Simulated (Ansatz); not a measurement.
The system is InP.

```
In P
1.0
     0.00000    2.93050    2.93050
     2.93050    0.00000    2.93050
     2.93050    2.93050    0.00000
In P
1 1
Cartesian
  0.0000 0.0000 0.0000
  4.3957 4.3957 4.3957
```

| Item | Value |
| --- | --- |
| Program | Ansatz 0.2.0 |
| Task | relaxation of cell and atoms |
| Functional | RPBE |
| Dispersion | D3(BJ) |
| Potentials or basis | all-electron LAPW, scalar-relativistic |
| Basis error allowed | 0.001 eV/atom |
| k mesh | 8 × 8 × 8 |
| Occupations | fermi-dirac, width 0.05 eV |
| Spin | no spin polarisation |

At the start: volume 25.17 Å³/atom.

How do energy, volume and symmetry change on relaxing?

Over 5 steps the energy falls by 32.5 meV/atom and the volume is 23.30 Å³/atom (-7.4 %); space group F-43m (No. 216, to 0.05 Å).

Step by step:
```csv
step,energy change (eV),largest force (eV/Å),volume (Å³)
1,0.0000,0.0000,50.33
2,-0.0634,0.0000,46.05
3,-0.0650,0.0000,46.68
4,-0.0650,0.0000,46.60
5,-0.0650,0.0000,46.60
```

Final structure:
```xyz
2
Lattice="0.0000 2.8563 2.8563 2.8563 0.0000 2.8563 2.8563 2.8563 0.0000" Properties=species:S:1:pos:R:3 pbc="T T T"
In    0.0000    0.0000    0.0000
P     4.2844    4.2844    4.2844
```
